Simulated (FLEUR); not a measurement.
AlN under changes of volume

One of the cells (10.417 Å³/atom); the others are scaled copies at fixed shape and fractional positions:

```
Al N
1.0
     0.00000    2.18399    2.18399
     2.18399    0.00000    2.18399
     2.18399    2.18399    0.00000
Al N
1 1
Direct
  0.00000 0.00000 0.00000
  0.25000 0.25000 0.25000
```

Measurements of this composition are mostly on another form, of space group No. 186.

```yaml
Program: FLEUR MaX-R8.1 (later development tree)
Functional: LDA
Potentials_or_basis: all-electron
Basis: FLAPW
Kmax: 5.7 1/bohr
k_mesh: 10 × 10 × 10
Occupations: fermi-dirac, width 0.05 eV
Spin: no spin polarisation
```

```tsv
volume (Å³/atom)	energy over the lowest point (meV/atom)	gap on the mesh (eV)
9.792	10.94	3.26
10.001	?	?
10.417	0.00	3.24
10.834	19.20	3.22
11.042	35.29	3.21
```

What does the run at 10.001 Å³/atom give?

Energy over the lowest point 1.26 meV/atom; gap on the mesh 3.26 eV.

Worked out: A Birch-Murnaghan fit of order 2 (a polynomial in V^(-2/3)) to the other rows has its minimum at 10.23 Å³/atom with B0 = V·E''(V) = 211 GPa. It gives 1.22 meV/atom at 10.001 Å³/atom, against the run's 1.26. A straight line through the other rows of the gap, of slope -0.415 eV per unit of ln V, gives 3.25 eV, against the run's 3.26.

Energies are extrapolated to zero smearing.

A mesh can miss the band edges.
